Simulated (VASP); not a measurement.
Input of a VASP 6.6.1 run:

The input INCAR:

```
PREC = Accurate
ENCUT = 600
EDIFF = 1E-6
ISMEAR = 0
SIGMA = 0.03
LREAL = False
LASPH = True
NELM = 80
ALGO = Normal
ISIF = 3
LWAVE = False
LCHARG = False
GGA = PS
IBRION = 2
NSW = 90
EDIFFG = -0.01
```

KPOINTS

```
Automatic mesh
0
Gamma
  8 8 8
```

Contents of POSCAR:

```
CaSe
1.0
    0.0000000000      2.9560000000      2.9560000000
    2.9560000000      0.0000000000      2.9560000000
    2.9560000000      2.9560000000      0.0000000000
Ca Se
1 1
Direct
    0.0000000000      0.0000000000      0.0000000000
    0.5000000000      0.5000000000      0.5000000000
```

Potentials or basis: VASP PAW PBE potentials, release 64 (Ca_sv, Se).

Command:

```console
$ cat potpaw_PBE.64/Ca_sv/POTCAR potpaw_PBE.64/Se/POTCAR > POTCAR
$ mpirun -np 1 vasp_std > vasp.out
```

Predict the band gap on the k mesh.

1.88 eV, indirect (least direct gap 2.84 eV).

Predict the relaxed volume.

25.37 Å³/atom.

Predict the space group after relaxing (to 0.05 Å).

Fm-3m (No. 225).

Predict the relaxed cell.

a = 4.156 Å, b = 4.156 Å, c = 4.156 Å, α = 60.00°, β = 60.00°, γ = 60.00°.

Final structure:
```cif
data_structure
_symmetry_space_group_name_H-M 'P 1'
_symmetry_Int_Tables_number 1
_cell_length_a 4.1556
_cell_length_b 4.1556
_cell_length_c 4.1556
_cell_angle_alpha 60.000
_cell_angle_beta 60.000
_cell_angle_gamma 60.000
_cell_volume 50.74
loop_
_atom_site_label
_atom_site_type_symbol
_atom_site_fract_x
_atom_site_fract_y
_atom_site_fract_z
_atom_site_occupancy
Ca1 Ca 0.00000 0.00000 0.00000 1
Se1 Se 0.50000 0.50000 0.50000 1
```

Caveat: the PAW data sets were made with another functional, which shifts forces and pressure a little. A hybrid or GW would open this gap; PBEsol tends to underestimate it.
